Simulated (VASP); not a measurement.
# BiTe: equation of state with PBEsol

BiTe:

```
Bi Te
1.0
     0.00000    3.23500    3.23500
     3.23500    0.00000    3.23500
     3.23500    3.23500    0.00000
Bi Te
1 1
Direct
  0.00000 0.00000 0.00000
  0.50000 0.50000 0.50000
```

```
Program             : VASP 6.6.1
Task                : equation of state
Functional          : PBEsol
Potentials or basis : VASP PAW PBE potentials, release 64 (Bi_d, Te)
Cutoff              : 520 eV
k mesh              : 7 × 7 × 7
Occupations         : fermi-dirac, width 0.05 eV
Spin                : no spin polarisation
```

```yaml
Equilibrium_volume: 32.83 Å³/atom
Bulk_modulus: 53 GPa
Pressure_derivative_of_the_bulk_modulus: 4.5
```

Energy against volume, from the lowest point:
```csv
volume (Å³/atom),energy (meV/atom)
31.824,4.84
32.501,0.00
33.178,0.05
33.855,4.48
34.532,12.84
35.209,24.66
35.886,39.61
```

All runs of the series together: 2.9 min on 1 thread of Intel(R) Xeon(R) Platinum 8259CL CPU @ 2.50GHz (Skylake/Cascade Lake) (shared host).

Caveat: the PAW data sets were made with another functional, which shifts forces and pressure a little.
